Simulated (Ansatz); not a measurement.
Crystal: InPd.

```xyz
2
Lattice="3.2719 0.0000 0.0000 0.0000 3.2719 0.0000 0.0000 0.0000 3.2719" Properties=species:S:1:pos:R:3 pbc="T T T"
In    0.0000    0.0000    0.0000
Pd    1.6359    1.6359    1.6359
```

The cell comes from a database or a generator and needn't be the stable form of this composition.

Base run:

```yaml
Program: Ansatz 0.2.0
Functional: RPBE
Potentials_or_basis: all-electron LAPW, scalar-relativistic
Cutoff: 250 eV (chosen from the basis error)
Basis_error_allowed: 0.001 eV/atom
k_mesh: 8 × 8 × 8
Occupations: fermi-dirac, width 0.05 eV
Spin: no spin polarisation
```

Its results: pressure 7.1 GPa.

**Question.** The run is repeated on the same cell with these changes: functional from RPBE to LDA. What comes out?

**Answer.** Pressure -7.0 GPa.

LDA binds more tightly than RPBE, so the same cell stands under less pressure.
